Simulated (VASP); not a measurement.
VASP 6.6.1 run: BAs

INCAR

```
LREAL = .FALSE.
PSTRESS = -30
IBRION = 2
LCHARG = .FALSE.
ISYM = 3
LWAVE = .FALSE.
SIGMA = 0.02
ISMEAR = -1
NELM = 76
NSW = 40
NBANDS = 11
PREC = Accurate
IVDW = 10
EDIFF = 1E-7
GGA = PE
EDIFFG = -5E-3
LASPH = .TRUE.
ISIF = 3
ENCUT = 600
```

KPOINTS

```
KPOINTS created by Atomic Simulation Environment
0
Gamma
8 8 8
0 0 0
```

POSCAR

```
B  As
 1.0000000000000000
     0.0000000000000000    2.3294928660999998    2.3294928660999998
     2.3294928660999998    0.0000000000000000    2.3294928660999998
     2.3294928660999998    2.3294928660999998    0.0000000000000000
 B   As
   1   1
Cartesian
  0.0000000000000000  0.0000000000000000  0.0000000000000000
  1.1647464330499999  1.1647464330499999  1.1647464330499999
```

The recommended PBE PAW datasets give the neutral cell 8 valence electrons.

Command

```
mpirun -np 1 vasp_std
```

OSZICAR

```
N       E                     dE             d eps       ncg     rms          rms(c)
DAV:   1     0.154232445442E+02    0.15423E+02   -0.41569E+03   638   0.724E+02
DAV:   2    -0.113101518798E+02   -0.26733E+02   -0.25386E+02   819   0.115E+02
DAV:   3    -0.120847002743E+02   -0.77455E+00   -0.77311E+00   791   0.181E+01
DAV:   4    -0.120865650421E+02   -0.18648E-02   -0.18647E-02   703   0.100E+00
DAV:   5    -0.120865676127E+02   -0.25706E-05   -0.25705E-05   775   0.407E-02
```

Standard output (part)

```
POSCAR found type information on POSCAR B As
 POSCAR found :  2 types and       2 ions
 LDA part: xc-table for (Slater+PW92), standard interpolation
 POSCAR, INCAR and KPOINTS ok, starting setup
 WAVECAR not read
 entering main loop
|                     _     ____    _    _    _____     _                     |
|                    | |   | |_) | | |  | | | |  __    | |                    |
|                    |_|   |  _ <  | |  | | | | |_ |   |_|                    |
|                     _    | |_) | | |__| | | |__| |    _                     |
|     internal error in CHECK_FULL_KPOINTS: KPOINTS_FULL not properly         |
|     initialised                                                             |
|     If you are not a developer, you should not encounter this problem.      |
|     Please submit a bug report.                                             |
```

VASP stopped with an error.

The run took about 6.3 s on one core of a shared host (Intel Xeon Platinum 8488C) and held 0.13 GiB at most.
